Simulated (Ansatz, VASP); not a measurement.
## HfC in VASP and in Ansatz

File POSCAR:

```
HfC
1.0
    0.0000000000      2.3047696820      2.3047696820
    2.3047696820      0.0000000000      2.3047696820
    2.3047696820      2.3047696820      0.0000000000
Hf C
1 1
Direct
    0.5000000000      0.5000000000      0.5000000000
    0.0000000000      0.0000000000      0.0000000000
```

INCAR.step1

```
PREC = Accurate ; ENCUT = 520
ISMEAR = 0 ; SIGMA = 0.05
LREAL = False ; LASPH = True
NELM = 80 ; NBANDS = 14
GGA = PE ; ALGO = Normal
EDIFF = 1E-4 ; LWAVE = True
LCHARG = False
```

INCAR.step2

```
PREC = Accurate ; ENCUT = 520
EDIFF = 1E-7 ; ISMEAR = 0
SIGMA = 0.05 ; LREAL = False
LASPH = True ; NELM = 80
ALGO = Normal ; ISIF = 2
LWAVE = False ; LCHARG = True
METAGGA = R2SCAN ; LMIXTAU = True
LELF = True ; LVHAR = True
NBANDS = 14 ; ISTART = 1
```

The input KPOINTS:

```
Automatic mesh
0
Gamma
  12 12 12
```

Input for Ansatz:

```yaml
crystal:
  lattice:
    - [0.0, 2.304769682, 2.304769682]
    - [2.304769682, 0.0, 2.304769682]
    - [2.304769682, 2.304769682, 0.0]
  atoms:
    - { symbol: Hf, position: [0.5, 0.5, 0.5] }
    - { symbol: C, position: [0.0, 0.0, 0.0] }
basis:
  ecutwfc: 500
  ecutrho_ratio: 4
kpoints:
  mp_grid: { grid: [12, 12, 12] }
hamiltonian:
  xc: r2scan
scf:
  occupations: { method: gaussian, width: 0.05 }
output:
  forces: true
  stress: true
  eigenvalues: true
```

Alike in both runs: task single point; functional r2SCAN; k mesh 12 × 12 × 12; occupations gaussian, width 0.05 eV; no spin polarisation.

|  | VASP | Ansatz |
| --- | --- | --- |
| version | VASP 6.6.1 | Ansatz 0.2.0 |
| potentials or method | VASP PAW PBE potentials, release 64 (Hf_pv, C) | scalar-relativistic, plane waves, PAW |
| plane-wave cutoff (eV) | 520 | 500 |
| valence electrons in the cell | 14 | 30 |

|  | VASP | Ansatz | Ansatz less VASP |
| --- | --- | --- | --- |
| gap on the k mesh at the Fermi level (eV) | none | none | - |
| pressure (GPa) | 4.2 | 5.2 | +0.99 |

A gap of «none» marks a metal or a gap that the smearing closes. The two sets of potentials don't hold the same shells in valence.

Caveats: the PAW data sets were made with another functional, which shifts forces and pressure a little (VASP). Spin-orbit coupling is left out, which matters for the levels of Hf.
